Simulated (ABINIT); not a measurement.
# Hf (Pm-3m) in ABINIT: further runs

One crystal, Hf, is run at these levels: SCAN, revPBE, PW91, WC; tasks: single point.

Everything below comes from runs of ABINIT 10.8.3 (patched build). Logs are shortened: lines on timing, memory, paths and dates and some standing lists are left out, and cuts for length are marked. The log counts tension as positive stress, the text compression.

## (1) The crystal as given

The structure is cubic, space group Pm-3m (No. 221). The conventional cell has a = 2.914 Å, b = 2.914 Å, c = 2.914 Å, α = 90.00°, β = 90.00°, γ = 90.00°. Hf (site symmetry m-3m) is surrounded by 6 Hf at 2.91 Å.

The cell was built by a generator and needn't be a form met in nature.

## (2) Single point, SCAN

run.abi reads:

```
pp_dirpath "./"
pseudos "Hf.GGA_PBE-JTH.xml"

acell 5.5063028792 5.5063028792 5.5063028792
rprim
     1.0000000000     0.0000000000     0.0000000000
     0.0000000000     1.0000000000     0.0000000000
     0.0000000000     0.0000000000     1.0000000000
ntypat 1
znucl 72
natom 1
typat 1
xcart
     1.4569050000     1.4569050000     1.4569050000 Angstrom

ecut 23.0
pawecutdg 45.0

kptopt 1
ngkpt 9 9 9
nshiftk 1
shiftk 0.0 0.0 0.0

ixc -263267
usekden 1
pawxcdev 0

nband 10
occopt 3
tsmear 0.00183747

nstep 100
tolvrs 1.0e-7

iomode 3
prtwf 0
prtden 0
prteig 0
prtebands 0
enunit 1
```

Potentials or basis: JTH PAW PBE v2.0.

Run with:

```sh
$ abinit run.abi > log 2>&1
```

run.abo:

```text
.Version 10.8.3 of ABINIT
 Symmetries : space group Pm -3 m (#221); Bravais cP (primitive cubic)
================================================================================
 Values of the parameters that define the memory need of the present run
     intxc =       0    ionmov =       0      iscf =      17    lmnmax =      18
     lnmax =       6     mgfft =      24  mpssoang =       3    mqgrid =    3001
     natom =       1  nloc_mem =       2    nspden =       1   nspinor =       1
    nsppol =       1      nsym =      48    n1xccc =       1    ntypat =       1
    occopt =       3   xclevel =       2
       mpw =         897          nfft =       13824          nkpt =          35
 PAW method is used; the additional fine FFT grid is defined by:
   mgfftf=        36    nfftf =     46656
================================================================================
================================================================================

--------------------------------------------------------------------------------
------------- Echo of variables that govern the present computation ------------
--------------------------------------------------------------------------------
 -outvars: echo values of preprocessed input variables --------
            acell      5.5063028792E+00  5.5063028792E+00  5.5063028792E+00 Bohr
              amu      1.78490000E+02
             ecut      2.30000000E+01 Hartree
           enunit           1
              ixc     -263267
         kptrlatt        9    0    0      0    9    0      0    0    9
          kptrlen      4.95567259E+01
            natom           1
            nband          10
            ngfft          24      24      24
          ngfftdg          36      36      36
             nkpt          35
            nstep         100
             nsym          48
           ntypat           1
           occopt           3
        pawecutdg      4.50000000E+01 Hartree
         pawxcdev           0
           prtden           0
        prtebands           0
           prteig           0
          prtkden           1
            prtwf           0
          spgroup         221
           tolvrs      1.00000000E-07
           tsmear      1.83747000E-03 Hartree
            typat      1
          usekden           1
           useylm           1
           xangst      1.4569050000E+00  1.4569050000E+00  1.4569050000E+00
            xcart      2.7531514415E+00  2.7531514415E+00  2.7531514415E+00
             xred      5.0000000034E-01  5.0000000034E-01  5.0000000034E-01
            znucl       72.00000

================================================================================

 chkinp: Checking input parameters for consistency.

================================================================================
== DATASET  1 ==================================================================

--- !DatasetInfo
iteration_state: {dtset: 1, }
dimensions: {natom: 1, nkpt: 35, mband: 10, nsppol: 1, nspinor: 1, nspden: 1, mpw: 897, }
cutoff_energies: {ecut:  23.0, pawecutdg:  45.0, }
electrons: {nelect:   1.20000000E+01, charge:   0.00000000E+00, occopt:   3.00000000E+00, tsmear:   1.83747000E-03, }
meta: {optdriver: 0, ionmov: 0, optcell: 0, iscf: 17, paral_kgb: 0, }
...

 Real(R)+Recip(G) space primitive vectors, cartesian coordinates (Bohr,Bohr^-1):
 R(1)=  5.5063029  0.0000000  0.0000000  G(1)=  0.1816101  0.0000000  0.0000000
 R(2)=  0.0000000  5.5063029  0.0000000  G(2)=  0.0000000  0.1816101  0.0000000
 R(3)=  0.0000000  0.0000000  5.5063029  G(3)=  0.0000000  0.0000000  0.1816101
 Unit cell volume ucvol=  1.6694764E+02 bohr^3
 Angles (23,13,12)=  9.00000000E+01  9.00000000E+01  9.00000000E+01 degrees

 Coarse grid specifications (used for wave-functions):

 getcut: wavevector=  0.0000  0.0000  0.0000  ngfft=  24  24  24
         ecut(hartree)=     23.000   => boxcut(ratio)=   2.01893

 Fine grid specifications (used for densities):

 getcut: wavevector=  0.0000  0.0000  0.0000  ngfft=  36  36  36
         ecut(hartree)=     45.000   => boxcut(ratio)=   2.16507

--- Pseudopotential description ------------------------------------------------
- pspini: atom type   1  psp file is ./Hf.GGA_PBE-JTH.xml
 Pseudopotential format is: paw10
 basis_size (lnmax)=  6 (lmn_size= 18), orbitals=   0   0   1   1   2   2
 Spheres core radius: rc_sph= 2.41119446
 Shapefunction is SIN type: shapef(r)=[sin(pi*r/rshp)/(pi*r/rshp)]**2
 Radius for shape functions =  2.41119446
 Compensation charge density is not taken into account in XC energy/potential

   1.11394417E+03                                ecore*ucvol(ha*bohr**3)
--------------------------------------------------------------------------------

================================================================================

--- !BeginCycle
iteration_state: {dtset: 1, }
solver: {iscf: 17, nstep: 100, nline: 4, wfoptalg: 10, }
tolerances: {tolvrs: 1.00E-07, }
...

     iter   Etot(hartree)      deltaE(h)  residm     nres2
 ETOT  1  -9.5760873006931    -9.576E+00 3.418E+00 5.202E-01
 ETOT  2  -10.332125917209    -7.560E-01 8.530E-02 1.758E-01
 ETOT  3  -10.338992258318    -6.866E-03 3.160E-02 4.548E-02
 ETOT  4  -10.339281997731    -2.897E-04 3.465E-03 5.473E-03
 ETOT  5  -10.339251379052     3.062E-05 9.006E-04 3.330E-04
 ETOT  6  -10.339253200152    -1.821E-06 9.404E-05 8.943E-05
 ETOT  7  -10.339252606646     5.935E-07 4.229E-05 6.102E-06
 ETOT  8  -10.339252615786    -9.139E-09 6.529E-06 7.733E-07
 ETOT  9  -10.339252607891     7.894E-09 2.042E-06 5.123E-08

 At SCF step    9       nres2   =  5.12E-08 < tolvrs=  1.00E-07 =>converged.

Result for kinetic energy density :

--------------------------------------------------------------------------------
 Total kinetic energy density [Ha/Bohr^3]
)     Maximum=    1.6152E-01  at reduced coord.    0.5833    0.5833    0.5833
)     Minimum=    2.3432E-03  at reduced coord.    0.0000    0.0000    0.0000
   Integrated=    5.4620E+00
--------------------------------------------------------------------------------

 Cartesian components of stress tensor (hartree/bohr^3)
  sigma(1 1)=  2.04404211E-04  sigma(3 2)=  0.00000000E+00
  sigma(2 2)=  2.04404211E-04  sigma(3 1)=  0.00000000E+00
  sigma(3 3)=  2.04404211E-04  sigma(2 1)=  0.00000000E+00

--- !ResultsGS
iteration_state: {dtset: 1, }
comment   : Summary of ground state results
lattice_vectors:
- [  5.5063029,   0.0000000,   0.0000000, ]
- [  0.0000000,   5.5063029,   0.0000000, ]
- [  0.0000000,   0.0000000,   5.5063029, ]
lattice_lengths: [   5.50630,    5.50630,    5.50630, ]
lattice_angles: [ 90.000,  90.000,  90.000, ] # degrees, (23, 13, 12)
lattice_volume:   1.6694764E+02
convergence: {deltae:  7.894E-09, res2:  5.123E-08, residm:  2.042E-06, diffor: null, }
etotal    :  -1.03392526E+01
entropy   :   0.00000000E+00
fermie    :  -9.12988426E-02
cartesian_stress_tensor: # hartree/bohr^3
- [  2.04404211E-04,   0.00000000E+00,   0.00000000E+00, ]
- [  0.00000000E+00,   2.04404211E-04,   0.00000000E+00, ]
- [  0.00000000E+00,   0.00000000E+00,   2.04404211E-04, ]
pressure_GPa:  -6.0138E+00
xred      :
- [  5.0000E-01,   5.0000E-01,   5.0000E-01, Hf]
cartesian_forces: # hartree/bohr
- [ -0.00000000E+00,  -0.00000000E+00,  -0.00000000E+00, ]
force_length_stats: {min:   0.00000000E+00, max:   0.00000000E+00, mean:   0.00000000E+00, }
...

 Integrated electronic density in atomic spheres:
 ------------------------------------------------
 Atom  Sphere_radius  Integrated_density
    1        2.41119          9.57266277

================================================================================

 ----iterations are completed or convergence reached----

 Mean square residual over all n,k,spin=   96.297E-10; max=  20.420E-07
 reduced coordinates (array xred) for    1 atoms
       0.500000000339      0.500000000339      0.500000000339
 rms dE/dt=  0.0000E+00; max dE/dt=  0.0000E+00; dE/dt below (all hartree)
    1       0.000000000000      0.000000000000      0.000000000000

 cartesian coordinates (angstrom) at end:
    1      1.45690500000000     1.45690500000000     1.45690500000000

 cartesian forces (hartree/bohr) at end:
    1     -0.00000000000000    -0.00000000000000    -0.00000000000000
 frms,max,avg= 0.0000000E+00 0.0000000E+00   0.000E+00  0.000E+00  0.000E+00 h/b

 cartesian forces (eV/Angstrom) at end:
    1     -0.00000000000000    -0.00000000000000    -0.00000000000000
 frms,max,avg= 0.0000000E+00 0.0000000E+00   0.000E+00  0.000E+00  0.000E+00 e/A
 length scales=  5.506302879200  5.506302879200  5.506302879200 bohr
              =  2.913809998025  2.913809998025  2.913809998025 angstroms
 Fermi (or HOMO) energy (eV) =  -2.48437   Average Vxc (eV)= -11.63488
 Eigenvalues (   eV  ) for nkpt=  35  k points:
 kpt#   1, nband= 10, wtk=  0.00137, kpt=  0.0000  0.0000  0.0000 (reduced coord)
 -64.94915  -32.61872  -32.61872  -32.61872   -9.32419   -3.93636   -3.93636    4.60879
   4.60879    4.60879
 prteigrs : prtvol=0 or 1, do not print more k-points.

--- !EnergyTerms
iteration_state     : {dtset: 1, }
comment             : Components of total free energy in Hartree
kinetic             :  5.46196465691588E+00
hartree             :  7.42763848923351E+00
xc                  : -8.47200936172186E+00
Ewald energy        : -3.71002872534094E+01
psp_core            :  6.67241630703411E+00
local_psp           : -3.37910084455622E+00
PAW spherical_terms :  1.90506104714279E+01
internal            : -1.03387675350761E+01
'-kT*entropy'       : -3.61325996078015E-04
total_energy        : -1.03391288610722E+01
total_energy_eV     : -2.81342028885604E+02
...

--- !EnergyTermsDC
iteration_state     : {dtset: 1, }
comment             : '"Double-counting" decomposition of free energy'
band_energy         : -1.26620715945929E+01
Ewald energy        : -3.71002872534094E+01
psp_core            :  6.67241630703411E+00
xc_dc               : -1.19039266299332E+01
PAW spherical_terms :  4.46549778890061E+01
internal            : -1.03388912818953E+01
'-kT*entropy'       : -3.61325996078015E-04
total_energy_dc     : -1.03392526078914E+01
total_energy_dc_eV  : -2.81345396208099E+02
...

--- !EnergyTermsWithPAWCore
iteration_state     : {dtset: 1, }
comment             : 'Components of total free energy, including PAW core contributions'
Total energy        : -1.50796338854980E+04
Total energy DC     : -1.50796340092448E+04
Total energy (eV)   : -4.10337742106270E+05
Total energy DC (eV): -4.10337745473592E+05
...

 Cartesian components of stress tensor (hartree/bohr^3)
  sigma(1 1)=  2.04404211E-04  sigma(3 2)=  0.00000000E+00
  sigma(2 2)=  2.04404211E-04  sigma(3 1)=  0.00000000E+00
  sigma(3 3)=  2.04404211E-04  sigma(2 1)=  0.00000000E+00

-Cartesian components of stress tensor (GPa)         [Pressure= -6.0138E+00 GPa]
- sigma(1 1)=  6.01377952E+00  sigma(3 2)=  0.00000000E+00
- sigma(2 2)=  6.01377952E+00  sigma(3 1)=  0.00000000E+00
- sigma(3 3)=  6.01377952E+00  sigma(2 1)=  0.00000000E+00

== END DATASET(S) ==============================================================
================================================================================

 -outvars: echo values of variables after computation  --------
            acell      5.5063028792E+00  5.5063028792E+00  5.5063028792E+00 Bohr
           etotal     -1.0339252608E+01
            fcart     -0.0000000000E+00 -0.0000000000E+00 -0.0000000000E+00
           strten      2.0440421126E-04  2.0440421126E-04  2.0440421126E-04
                       0.0000000000E+00  0.0000000000E+00  0.0000000000E+00
           xangst      1.4569050000E+00  1.4569050000E+00  1.4569050000E+00
             xred      5.0000000034E-01  5.0000000034E-01  5.0000000034E-01
 Calculation completed.
```

Run time: 25 s. Hardware: 1 thread of Arm Neoverse V1, shared host; peak memory 0.11 GiB.

What came out:

| Item | Value |
| --- | --- |
| Free energy | -281.3454 eV |
| Pressure | -6.0 GPa |
| Band gap on the k mesh | none (metal or under the smearing width) |
| Valence electrons inside the program's atomic spheres | Hf 9.57 (radii [1.2759] Å) |

Levels at points of the mesh, in eV from the Fermi level:
```
           k point  band 3  band 4  band 5  band 6  band 7  band 8  band 9  band 10
(0.00, 0.00, 0.00)  -30.13  -30.13   -6.84   -1.45   -1.45    7.09    7.09     7.09
```

Caveat: totals of a meta-GGA on PAW files have another zero than those of a GGA; the PAW data sets were made with another functional, which shifts forces and pressure a little. The run has no spin-orbit coupling, so splittings on Hf are missing.

## (3) Single point, revPBE

run.abi: that of step 2 with these lines changed.

```diff
@@ -17,2 +17,3 @@
 pawecutdg 45.0
+pawxcdev 0
 
@@ -23,5 +24,3 @@
 
-ixc -263267
-usekden 1
-pawxcdev 0
+ixc 14
 
@@ -32,3 +31,3 @@
 nstep 100
-tolvrs 1.0e-7
+tolvrs 1.0e-9
```

Potentials or basis: JTH PAW PBE v2.0.

Run with:

```sh
$ abinit run.abi > log 2>&1
```

Wall time 6.9 s (1 thread of Arm Neoverse V1, shared host); peak memory 0.1 GiB.

Results (log left out):

- Free energy: -1358.8148 eV
- Pressure: 1.4 GPa
- Band gap on the k mesh: none (metal or under the smearing width)
- Valence electrons inside the program's atomic spheres: Hf 9.56 (radii [1.2759] Å)

Levels at points of the mesh, in eV from the Fermi level:
```tsv
k point	band 3	band 4	band 5	band 6	band 7	band 8	band 9	band 10
(0.00, 0.00, 0.00)	-29.90	-29.90	-6.43	-1.33	-1.33	6.58	6.58	6.58
```

Caveat: the PAW data sets were made with another functional, which shifts forces and pressure a little.

## (4) Single point, PW91

run.abi: that of step 3 with these lines changed.

```diff
@@ -24,3 +24,3 @@
 
-ixc 14
+ixc -109134
```

Run with:

```sh
$ abinit run.abi > log 2>&1
```

It took 8.4 s on 1 thread of Arm Neoverse V1, shared host; peak memory 0.1 GiB.

Results (log left out):

- Free energy: -1362.1917 eV
- Pressure: -0.6 GPa
- Band gap on the k mesh: none (metal or under the smearing width)
- Valence electrons inside the program's atomic spheres: Hf 9.58 (radii [1.2759] Å)

Levels at points of the mesh, in eV from the Fermi level:
| k point | band 2 | band 3 | band 4 | band 5 | band 6 | band 7 | band 8 | band 9 | band 10 |
| --- | --- | --- | --- | --- | --- | --- | --- | --- | --- |
| (0.00, 0.00, 0.00) | -29.89 | -29.89 | -29.89 | -6.40 | -1.34 | -1.34 | 6.53 | 6.53 | 6.53 |

Caveat: the PAW data sets were made with another functional, which shifts forces and pressure a little. The run has no spin-orbit coupling, so splittings on Hf are missing.

(Part 1 of 2 ends here.)
